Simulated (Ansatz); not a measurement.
Runs of Ansatz 0.2.0 on SnO2 (Cassiterite). The structure is tetragonal, space group P4_2/mnm (No. 136). The conventional cell has a = 4.738 Å, b = 4.738 Å, c = 3.187 Å, α = 90.00°, β = 90.00°, γ = 90.00°. Around Sn (site symmetry mmm) lie 6 O at 2.05 to 2.06 Å. O (site symmetry m2m) has 3 Sn at 2.05 to 2.06 Å as nearest neighbours. 

```tsv
cell	target pressure (GPa)	gap on the mesh (eV)	pressure (GPa)
relaxed to 2 GPa	2	1.02	2.0
relaxed to 20 GPa	20	(a)	20.0
relaxed to 10 GPa	10	1.42	10.0
relaxed	0	(b)	0.0
relaxed to 30 GPa	30	2.27	30.0
relaxed to 5 GPa	5	1.18	5.0
```

Alike in all rows: task relaxation of cell and atoms; level PBEsol; potentials or basis Ansatz PAW; no spin polarisation; k mesh 6 × 6 × 8; cutoff (eV) 420; smearing fermi-dirac 0.05 eV.

Estimate the missing entries.

(a) 1.87; (b) 0.92.

Caveats: the plane-wave basis is chosen anew once the cell has moved, so the energies of steps on either side of that aren't comparable; spin-orbit coupling is left out, which moves the levels of the heavy elements; the PAW data sets come from PBE, with cores solved anew for the run's functional, which leaves a small shift of forces and pressure.

A k mesh can miss the band edges, and the runs leave out spin-orbit coupling on Sn.
